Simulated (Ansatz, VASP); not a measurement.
**Ti in VASP and in Ansatz**

INCAR

```
SYSTEM = Ti
PREC = Accurate
ENCUT = 520
EDIFF = 1E-6
ISMEAR = 0
SIGMA = 0.15
LREAL = .FALSE.
LASPH = .TRUE.
NELM = 80
ALGO = Fast
ISIF = 2
LWAVE = .FALSE.
LCHARG = .TRUE.
LELF = .TRUE.
LVHAR = .TRUE.
NBANDS = 12
```

File KPOINTS:

```
Automatic mesh
0
G
  20 20 20
  0 0 0
```

The input POSCAR:

```
Ti
1.0
    0.0000000000      2.1315000000      1.9285000000
    2.1315000000      0.0000000000      1.9285000000
    2.1315000000      2.1315000000      0.0000000000
Ti
1
Direct
    0.0000000000      0.0000000000      0.0000000000
```

Input for Ansatz:

```yaml
crystal:
  lattice:
    - [0.0, 2.1315, 1.9285]
    - [2.1315, 0.0, 1.9285]
    - [2.1315, 2.1315, 0.0]
  atoms:
    - { symbol: Ti, position: [0.0, 0.0, 0.0] }
basis:
  ecutwfc: 420
kpoints:
  mp_grid: { grid: [20, 20, 20] }
hamiltonian:
  xc: lda
scf:
  occupations: { method: gaussian, width: 0.15 }
output:
  forces: true
  stress: true
  eigenvalues: true
```

Change from the starting cell: strain +0.050 along x and y, -0.050 along z, atoms carried along.

Alike in both runs: task single point; functional LDA; k mesh 20 × 20 × 20; occupations gaussian, width 0.15 eV; no spin polarisation.

|  | VASP | Ansatz |
| --- | --- | --- |
| version | VASP 6.6.1 | Ansatz 0.2.0 |
| potentials or method | VASP PAW LDA potentials, release 64 (Ti_sv) | scalar-relativistic, plane waves, PAW |
| plane-wave cutoff (eV) | 520 | 420 |
| valence electrons in the cell | 12 | 12 |

```csv
,VASP,Ansatz,Ansatz less VASP
gap on the k mesh at the Fermi level (eV),none,none,-
pressure (GPa),-9.5,-9.4,+0.11
largest component of the traceless stress (GPa),1.78,1.78,+0.005
```

A gap of «none» marks a metal or a gap that the smearing closes.
